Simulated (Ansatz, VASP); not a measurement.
Ga: VASP beside Ansatz

```xyz
2
Lattice="0.0000 2.7177 2.7177 2.7177 0.0000 2.7177 2.7177 2.7177 0.0000" Properties=species:S:1:pos:R:3 pbc="T T T"
Ga   -0.6794   -0.6794   -0.6794
Ga    0.6794    0.6794    0.6794
```

Change from the starting cell: volume scaled by 0.84, LAPW.

Alike in both runs: task single point; functional PBEsol; k mesh 13 × 13 × 13; occupations fermi-dirac, width 0.08 eV; no spin polarisation.

|  | VASP | Ansatz |
| --- | --- | --- |
| version | VASP 6.6.1 | Ansatz 0.2.0 |
| potentials or method | VASP PAW PBE potentials, release 64 (Ga_d), cutoff 520 eV | all-electron LAPW, scalar-relativistic |

VASP gave:

* pressure (GPa): 11.4

**Question.** Which values does Ansatz return?

**Answer.** Pressure (GPa): 11.3.

Ansatz ran all-electron here, so the differences hold the error of VASP's frozen core and of both bases.

Caveats: the PAW data sets were made with another functional, which shifts forces and pressure a little (VASP).
